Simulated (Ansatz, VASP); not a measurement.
**K in VASP and in Ansatz**

```xyz
1
Lattice="-2.6185 2.6185 2.6185 2.6185 -2.6185 2.6185 2.6185 2.6185 -2.6185" Properties=species:S:1:pos:R:3 pbc="T T T"
K     0.0000    0.0000    0.0000
```

Alike in both runs: task single point; functional PBE; k mesh 12 × 12 × 12; occupations gaussian, width 0.05 eV; no spin polarisation.

```csv
,VASP,Ansatz
version,VASP 6.6.1,Ansatz 0.2.0
potentials or method,"VASP PAW PBE potentials, release 64 (K_sv)","scalar-relativistic, plane waves, PAW"
plane-wave cutoff (eV),520,420
valence electrons in the cell,9,9
```

```csv
,VASP,Ansatz,Ansatz less VASP
gap on the k mesh at the Fermi level (eV),none,none,-
pressure (GPa),0.1,0.1,+0.01
```

A gap of «none» marks a metal or a gap that the smearing closes.
